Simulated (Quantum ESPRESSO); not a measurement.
# TiSe under changes of volume

One of the cells (26.120 Å³/atom); the others are scaled copies at fixed shape and fractional positions:

```
CELL_PARAMETERS angstrom
4.17836 0.00000 0.00000
0.00000 4.17836 0.00000
0.00000 0.00000 5.98442
ATOMIC_POSITIONS crystal
Se 0.00000 0.50000 0.76056
Se 0.50000 0.00000 0.23944
Ti 0.00000 0.00000 0.00000
Ti 0.50000 0.50000 0.00000
```

The cell comes from a database or a generator and needn't be the stable form of this composition.

- Program: Quantum ESPRESSO 7.5
- Functional: PBEsol
- Potentials or basis: GBRV 1.5 PBEsol
- Cutoff: 612 eV
- Density cutoff: 4898 eV
- k mesh: 7 × 7 × 5
- Occupations: fermi-dirac, width 0.05 eV
- Spin: no spin polarisation

```tsv
volume (Å³/atom)	energy over the lowest point (meV/atom)	pressure (GPa)
24.553	2.41	1.6
25.075	0.00	-0.1
25.598	?	?
26.120	9.93	-2.9
26.642	21.26	-4.0
27.165	36.24	-5.1
27.687	54.48	-6.0
```

Q: What does the run at 25.598 Å³/atom give?

A: Energy over the lowest point 2.69 meV/atom; pressure -1.5 GPa.

Worked out: A Birch-Murnaghan fit of order 3 (a polynomial in V^(-2/3)) to the other rows has its minimum at 25.05 Å³/atom with B0 = V·E''(V) = 75 GPa and B' = 4.4 at fixed shape and positions, which overstates the stiffness. It gives 2.69 meV/atom at 25.598 Å³/atom, against the run's 2.69, and -dE/dV = -1.6 GPa, against -1.5.

Energies are extrapolated to zero smearing.

Caveats: this functional lacks dispersion, which binds the layers, so the pressure and a relaxed spacing across them are unreliable.
